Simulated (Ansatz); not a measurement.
**Cs₂SnI₆: field gradients at two levels of theory**

Cell: a COD entry whose atoms were relaxed with PBE, the cell held.

```cif
data_Cs2SnI6
_symmetry_space_group_name_H-M 'Fm-3m'
_symmetry_Int_Tables_number 225
_cell_length_a 11.6300
_cell_length_b 11.6300
_cell_length_c 11.6300
_cell_angle_alpha 90.000
_cell_angle_beta 90.000
_cell_angle_gamma 90.000
loop_
_atom_site_label
_atom_site_type_symbol
_atom_site_symmetry_multiplicity
_atom_site_Wyckoff_symbol
_atom_site_fract_x
_atom_site_fract_y
_atom_site_fract_z
Cs Cs 8 c 0.2500 0.2500 0.2500
Sn Sn 4 a 0.0000 0.0000 0.0000
I I 24 e 0.2488 0.5000 0.5000
```

One atom of each set is listed; the run and its k-mesh use a cell of 9 atoms with edges of 8.22, 8.22, 8.22 Å.

First run. Level of theory: DFT, PBE, plane waves and PAW, scalar-relativistic, 420 eV cutoff, Γ-centred 5×5×5 k-points, Fermi–Dirac smearing 0.02 eV (Ansatz 0.2.0).

```csv
site,V_zz (10²¹ V/m²),η
I,57.4,0.00
```

Second run. The same atoms and settings, except that the functional is r2SCAN and the cutoff is 500 eV.

Problem. What does the second run give?

Solution. 

```csv
site,V_zz,η,change of V_zz
I,57.3,0.00,-0.14
```

The largest change of V_zz is on I, from 57.4 to 57.3. Sites without a gradient aren't listed. The first run finds no gap above 0.1 eV, the second does.

Without spin–orbit coupling the gradients at and beside I can be off by some per cent, at some sites by more.
For the first run: With no gap above 0.1 eV, as in a metal, the gradients converge slowly in k; expect changes of a tenth or more on a denser mesh. Semilocal functionals make gaps too small and can close them, so the real compound need not be a metal.
For the second run: With these PAW files V_zz is typically within 2 to 3 % of all-electron values, but misses above 10 % occur on I. With a gap of 0.2 eV on this mesh, the gradients can still move by some per cent as the k-mesh gets denser.
